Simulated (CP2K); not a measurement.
Input of a CP2K 2026.2 run:

File cdo_bands.inp:

```
&GLOBAL
  PROJECT cdo_bands
  RUN_TYPE ENERGY_FORCE
  PRINT_LEVEL LOW
&END GLOBAL
&FORCE_EVAL
  METHOD QS
  STRESS_TENSOR ANALYTICAL
  &DFT
    BASIS_SET_FILE_NAME BASIS_MOLOPT_UZH
    POTENTIAL_FILE_NAME POTENTIAL_UZH
    &MGRID
      CUTOFF 600
      REL_CUTOFF 60
      NGRIDS 5
    &END MGRID
    &QS
      METHOD GPW
      EPS_DEFAULT 1.0E-9
    &END QS
    &KPOINTS
      SCHEME MONKHORST-PACK 10 10 10
      GAMMA_CENTERED T
      SYMMETRY T
      SYMMETRY_BACKEND SPGLIB
    &END KPOINTS
    &SCF
      SCF_GUESS ATOMIC
      EPS_SCF 1.0E-6
      MAX_SCF 100
      ADDED_MOS 10
      CHOLESKY OFF
      EPS_EIGVAL 1.0E-7
      &DIAGONALIZATION ON
        ALGORITHM STANDARD
      &END DIAGONALIZATION
      &MIXING ON
        METHOD BROYDEN_MIXING
        ALPHA 0.4
        BETA 1.5
        NBUFFER 8
      &END MIXING
      &SMEAR ON
        METHOD FERMI_DIRAC
        ELECTRONIC_TEMPERATURE 116.05
      &END SMEAR
    &END SCF
    &XC
      &XC_FUNCTIONAL
        &GGA_X_PBE_SOL
        &END GGA_X_PBE_SOL
        &GGA_C_PBE_SOL
        &END GGA_C_PBE_SOL
      &END XC_FUNCTIONAL
    &END XC
    &PRINT
      &KPOINTS ON
      &END KPOINTS
      &MULLIKEN ON
      &END MULLIKEN
      &MO ON
        ENERGIES T
        OCCUPATION_NUMBERS T
        &EACH
          QS_SCF 0
        &END EACH
        ADD_LAST NUMERIC
      &END MO
      &BAND_STRUCTURE
        FILE_NAME bands.bs
        ADDED_MOS 2
        &KPOINT_SET
          UNITS B_VECTOR
          NPOINTS 8
          SPECIAL_POINT GAMMA 0.00000000 0.00000000 0.00000000
          SPECIAL_POINT X 0.50000000 0.00000000 0.50000000
          SPECIAL_POINT W 0.50000000 0.25000000 0.75000000
          SPECIAL_POINT K 0.37500000 0.37500000 0.75000000
          SPECIAL_POINT GAMMA 0.00000000 0.00000000 0.00000000
          SPECIAL_POINT L 0.50000000 0.50000000 0.50000000
          SPECIAL_POINT U 0.62500000 0.25000000 0.62500000
          SPECIAL_POINT W 0.50000000 0.25000000 0.75000000
          SPECIAL_POINT L 0.50000000 0.50000000 0.50000000
          SPECIAL_POINT K 0.37500000 0.37500000 0.75000000
        &END KPOINT_SET
        &KPOINT_SET
          UNITS B_VECTOR
          NPOINTS 8
          SPECIAL_POINT U 0.62500000 0.25000000 0.62500000
          SPECIAL_POINT X 0.50000000 0.00000000 0.50000000
        &END KPOINT_SET
      &END BAND_STRUCTURE
    &END PRINT
  &END DFT
  &SUBSYS
    &CELL
      ABC 3.3226947648 3.3226947648 3.3226947648
      ALPHA_BETA_GAMMA 60.0000000003 59.9999999997 59.9999999997
      PERIODIC XYZ
    &END CELL
    &COORD
      SCALED
      Cd  0.0000000000 0.0000000000 0.0000000000
      O   0.5000000000 0.5000000000 0.5000000000
    &END COORD
    &KIND Cd
      BASIS_SET TZVP-MOLOPT-PBE-GTH-q12
      POTENTIAL GTH-PBE-q12
    &END KIND
    &KIND O
      BASIS_SET TZVP-MOLOPT-PBE-GTH-q6
      POTENTIAL GTH-PBE-q6
    &END KIND
    &PRINT
      &ATOMIC_COORDINATES ON
      &END ATOMIC_COORDINATES
      &CELL ON
      &END CELL
      &SYMMETRY ON
      &END SYMMETRY
    &END PRINT
  &END SUBSYS
  &PRINT
    &FORCES ON
    &END FORCES
    &STRESS_TENSOR ON
    &END STRESS_TENSOR
  &END PRINT
&END FORCE_EVAL
```

Potentials or basis: POTENTIAL_UZH Cd GTH-PBE-q12, O GTH-PBE-q6; TZVP-MOLOPT-PBE-GTH basis.

Run with:

```console
$ OMP_NUM_THREADS=2 cp2k.psmp -i cdo_bands.inp -o cdo_bands.out
```

Q: What does it give for the Mulliken charges?

A: Cd +1.29; O -1.29 e.

Q: Predict the pressure.

A: 1.6 GPa.

Levels at the corners of the path, in eV from the Fermi level:
```tsv
point	band 6	band 7	band 8	band 9	band 10	band 11	band 12	band 13
Γ	-6.39	-1.43	-1.43	-1.43	-0.61	17.26	17.26	17.26
X	-5.67	-4.51	-2.43	-2.43	3.72	8.45	11.21	13.34
W	-5.78	-3.11	-3.11	-1.95	5.87	8.78	8.78	10.55
K	-5.98	-3.52	-2.98	-1.33	5.28	8.46	8.47	12.86
Γ	-6.39	-1.43	-1.43	-1.43	-0.61	17.26	17.26	17.26
L	-6.11	-3.87	-0.02	-0.02	4.28	7.20	12.49	12.49
U	-5.98	-3.52	-2.98	-1.33	5.28	8.46	8.47	12.86
W	-5.78	-3.11	-3.11	-1.95	5.87	8.78	8.78	10.55
L	-6.11	-3.87	-0.02	-0.02	4.28	7.20	12.49	12.49
K	-5.98	-3.52	-2.98	-1.33	5.28	8.46	8.47	12.86
U	-5.98	-3.52	-2.98	-1.33	5.28	8.46	8.47	12.86
X	-5.67	-4.51	-2.43	-2.43	3.72	8.45	11.21	13.34
```

Caveat: the potentials were made for another functional, which shifts forces and pressure; the basis of atomic orbitals isn't converged, which shifts pressures, moduli and gaps.
